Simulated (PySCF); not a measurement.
Predicted microwave data (PBE0-D3(BJ)/def2-TZVP geometry optimisation, gas phase in PySCF) for one isomer of C3H6O2:

```
Rotational constants : A = 10197, B = 3829, C = 3225 MHz
Dipole components    : |μa| = 1.58 D, |μb| = 1.18 D, |μc| = 0.18 D
Inertial defect      : -24.83 u·Å²
κ                    : -0.83
```

Task: Which candidate fits, each taken in the one conformer that was computed?
A. `[CH3:1][O:2][C:3]([CH3:4])=[O:5]` with C1–O2–C3–C4 178°
B. `[CH3:1][CH2:2][C:3](=[O:4])[OH:5]` with C1–C2–C3–O4 6°, C2–C3–O5–H -179°
C. `[CH3:1][CH2:2][O:3][CH:4]=[O:5]` with C1–C2–O3–C4 -84°, C2–O3–C4–O5 0°
D. `[CH3:1][O:2][CH2:3][CH:4]=[O:5]` with C1–O2–C3–C4 -75°, O2–C3–C4–O5 162°

Result: C. It is CCOC=O, an asymmetric top, point group C1. The candidates at the same level (rigid rotor, commonest isotopes):

```
  SMILES  A (MHz)  B (MHz)  C (MHz)  μa (D)  μb (D)  μc (D)  Δ (u·Å²)  point group                        rotor
  CCOC=O    10197     3829     3225    1.58    1.18    0.18    -24.83           C1               asymmetric top
COC(C)=O    10368     4209     3110    0.36    1.84    0.06     -6.30            –               asymmetric top
  COCC=O    14197     2858     2619    2.05    0.19    0.05    -19.49           C1  near-prolate asymmetric top
CCC(=O)O    10263     3852     2903    0.04    1.61    0.02     -6.36      near Cs               asymmetric top
```

`COCC=O` has A 39 % too high; `COC(C)=O` has B 10 % too high; `CCC(=O)O` has C 10 % too low. No structure here is proved a minimum.
